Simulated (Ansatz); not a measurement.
PbF2 (Fluorocronite):

```
Pb F
1.0
     0.00000    2.96366    2.96366
     2.96366    0.00000    2.96366
     2.96366    2.96366    0.00000
Pb F
1 2
Direct
  0.00000 0.00000 0.00000
  0.75000 0.75000 0.75000
  0.25000 0.25000 0.25000
```

Program: Ansatz 0.2.0. Alike in all runs: potentials or basis all-electron LAPW, scalar-relativistic; no spin polarisation; cell as given; k mesh 8 × 8 × 8; smearing fermi-dirac 0.05 eV.

**Question.** Order these runs on this cell by their pressure, lowest first.
A. level PBE; cutoff (eV) 261; basis error allowed 0.001 eV/atom
B. level LDA; cutoff (eV) 240; basis error allowed 0.002 eV/atom
C. level PBEsol; cutoff (eV) 240; basis error allowed 0.002 eV/atom

**Answer.** B (-4.5 GPa), C (-1.1 GPa), A (2.7 GPa).

Not every run made on this cell is shown here.
